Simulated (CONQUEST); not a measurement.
Runs of CONQUEST 1.3 on In. The structure is cubic, space group Im-3m (No. 229). Conventional cell: a = 3.765 Å, b = 3.765 Å, c = 3.765 Å, α = 90.00°, β = 90.00°, γ = 90.00°. In (site symmetry m-3m) has 8 In at 3.26 Å as nearest neighbours. This isn't the form of In at room conditions, which is tetragonal.

```csv
task,level,potentials or basis,cell,k mesh,smearing,other keys,gap on the mesh (eV),pressure (GPa)
single point,SOGGA,"PseudoDojo NC PBEsol, DZP, multi-site functions of range 5 bohr, grid cutoff 80 Ha",as given,5 × 5 × 5,methfessel-paxton of order 2 0.2 eV,-,none,-4.7
single point,PBE,"PseudoDojo NC PBE, DZP, grid cutoff 120 Ha",as given,7 × 7 × 7,fermi-dirac 0.05 eV,-,none,2.2
single point,PBE,"PseudoDojo NC PBE, DZP, grid cutoff 120 Ha","atoms of the box moved at random, drawn with an rms of 0.05 Å",7 × 7 × 7,fermi-dirac 0.05 eV,-,none,2.2
density of states,PBE+D2,"PseudoDojo NC PBE, DZP, grid cutoff 100 Ha","atoms of the box moved at random, drawn with an rms of 0.05 Å",5 × 5 × 5,fermi-dirac 0.05 eV,-,none,-
single point,SOGGA,"PseudoDojo NC PBEsol, DZP, grid cutoff 100 Ha",volume scaled by 0.92,5 × 5 × 5,methfessel-paxton of order 2 0.2 eV,-,none,(a)
```

Alike in all rows: no spin polarisation.

Question: Fill in the values left out.

Answer: (a) 1.6.

Caveats: the basis of atomic orbitals isn't converged, which shifts pressures, moduli and gaps; the potentials were made for another functional, which shifts forces and pressure (some runs); the box holds several primitive cells, so bands are folded and the points are those of the box's own zone (some runs); multi-site functions contract the basis, which raises the energy a little and makes forces and stress less exact (some runs); pairwise dispersion overbinds metals, which lowers pressure and volume (some runs).

A k mesh can miss the band edges, and the runs leave out spin-orbit coupling on In.

A gap of «none» marks a metal or a gap under the smearing width.
